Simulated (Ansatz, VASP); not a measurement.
Two plane-wave programs on C

The input INCAR:

```
SYSTEM = C
PREC = Accurate
ENCUT = 520
EDIFF = 1E-7
ISMEAR = 0
SIGMA = 0.05
LREAL = .FALSE.
LASPH = .TRUE.
NELM = 100
ALGO = Normal
ISIF = 2
LWAVE = .FALSE.
LCHARG = .TRUE.
GGA = PE
LELF = .TRUE.
LVHAR = .TRUE.
NBANDS = 11
```

Contents of KPOINTS:

```
regular mesh
0
G
  12 12 12
  0 0 0
```

The input POSCAR:

```
C
1.0
    0.0000000000      1.8303809705      1.6964506556
    1.8303809705      0.0000000000      1.6964506556
    1.8303809705      1.8303809705      0.0000000000
C
2
Direct
    0.5000000000      0.5000000000      0.5000000000
    0.7500000000      0.7500000000      0.7500000000
```

Input for Ansatz:

```yaml
crystal:
  lattice:
    - [0.0, 1.8303809705, 1.6964506556]
    - [1.8303809705, 0.0, 1.6964506556]
    - [1.8303809705, 1.8303809705, 0.0]
  atoms:
    - { symbol: C, position: [0.5, 0.5, 0.5] }
    - { symbol: C, position: [0.75, 0.75, 0.75] }
basis:
  ecutwfc: 420
kpoints:
  mp_grid: { grid: [12, 12, 12] }
hamiltonian:
  xc: pbe
scf:
  occupations: { method: gaussian, width: 0.05 }
output:
  forces: true
  stress: true
  eigenvalues: true
```

Change from the starting cell: strain +0.025 along x and y, -0.050 along z, atoms carried along.

Alike in both runs: task single point; functional PBE; k mesh 12 × 12 × 12; occupations gaussian, width 0.05 eV; no spin polarisation.

|  | VASP | Ansatz |
| --- | --- | --- |
| version | VASP 6.6.1 | Ansatz 0.2.0 |
| potentials or method | VASP PAW PBE potentials, release 64 (C) | scalar-relativistic, plane waves, PAW |
| plane-wave cutoff (eV) | 520 | 420 |
| valence electrons in the cell | 8 | 8 |

VASP gave:

- gap on the k mesh at the Fermi level (eV): 2.29
- least direct gap on the mesh (eV): 4.31
- pressure (GPa): 1.6
- largest component of the traceless stress (GPa): 43.27

Question: Which values does Ansatz return?

Answer: gap on the k mesh at the Fermi level (eV): 2.30; least direct gap on the mesh (eV): 4.32; pressure (GPa): 1.0; largest component of the traceless stress (GPa): 43.29.

The functional is the same, so the differences come from potentials, cutoffs and numerics.
